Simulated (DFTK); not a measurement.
Runs of DFTK 0.8.2 on Bi. The structure is cubic, space group Im-3m (No. 229). Conventional cell: a = 3.963 Å, b = 3.963 Å, c = 3.963 Å, α = 90.00°, β = 90.00°, γ = 90.00°. Around Bi (site symmetry m-3m) lie 8 Bi at 3.43 Å. This isn't the form of Bi at room conditions, which is rhombohedral.

```tsv
task	level	potentials or basis	k mesh	cutoff (eV)	SCF solver	mesh quality	gap on the mesh (eV)	pressure (GPa)
band structure	PBEsol	cp2k.nc.sr.pbe.v0_1.semicore.gth (PBE, GTH)	9 × 9 × 9	1061	-	not flagged	none	-
band structure	BJ06	SG15 1.2 (PBE)	7 × 7 × 7	1225	-	not flagged	none	-
band structure	r2SCAN	in-house norm-conserving set (r2SCAN, scalar relativistic)	8 × 8 × 8	1007	-	not flagged	none	-0.2
band structure	TASK	in-house norm-conserving set (r2SCAN, scalar relativistic)	8 × 8 × 8	1007	ScfAndersonSolver	not flagged	none	(a)
```

Alike in all rows: no spin polarisation; cell as given; smearing fermi-dirac 0.05 eV.

Estimate the missing entries.

(a) 3.7.

Caveats: spin-orbit coupling is left out, which moves the levels of the heavy elements; the potentials were made for another functional, which shifts forces and pressure (some runs); the program leaves the constant c of mgga_x_tb09 at 1, so the potential is Becke-Johnson's (BJ06) and not Tran and Blaha's, with levels but no total energy (some runs).

A k mesh can miss the band edges, and the runs leave out spin-orbit coupling on Bi.

A gap of «none» marks a metal or a gap under the smearing width.

Runs at the PBE level aren't shown here.
